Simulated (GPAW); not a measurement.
Runs of GPAW 26.7.0 on GaCuSe2. The structure is tetragonal, space group I-42d (No. 122). Conventional cell: a = 5.619 Å, b = 5.619 Å, c = 11.026 Å, α = 90.00°, β = 90.00°, γ = 90.00°. Se (site symmetry 2) has 2 Ga at 2.42 Å and 2 Cu at 2.42 Å as nearest neighbours. Ga (site symmetry -4) has 4 Se at 2.42 Å as nearest neighbours. Cu (site symmetry -4) is surrounded by 4 Se at 2.42 Å. 

```csv
task,level,U,smearing,response ecut,maxiter,response k mesh,response bands,kernels,gap on the mesh (eV)
dielectric tensor,PBE+U,Cu d U = 2.0 eV,fermi-dirac 0.001 eV,80 eV,150,4 × 4 × 4,90,["RPA"],0.45
dielectric tensor,PBE,-,fermi-dirac 0.001 eV,80 eV,150,4 × 4 × 4,90,["RPA"],0.26
dielectric tensor,PBE+U,Cu d U = 4.0 eV,fermi-dirac 0.001 eV,80 eV,150,4 × 4 × 4,90,["RPA"],(a)
single point,PBE,-,fermi-dirac 0.05 eV,-,120,-,-,-,0.26
dielectric tensor,PBE+U,Cu d U = 8.0 eV,fermi-dirac 0.001 eV,80 eV,150,4 × 4 × 4,90,["RPA"],0.93
```

Alike in all rows: potentials or basis GPAW PAW data sets (gpaw-data 1.2.1), pw; no spin polarisation; cell as given; k mesh 5 × 5 × 5; cutoff (eV) 450.

Question: Fill in the values left out.

Answer: (a) 0.62.

Caveats: the long-wavelength limit can be off by several per cent where d states take part (some runs); response on these states lacks terms of the Hamiltonian (some runs); the gap is small at this level, which inflates the dielectric constant (some runs); an odd mesh through Γ misses points on the zone boundary, where band edges often lie (some runs).

A k mesh can miss the band edges, and the runs leave out spin-orbit coupling on Ga, Se.

Not every run made on this cell is shown here.
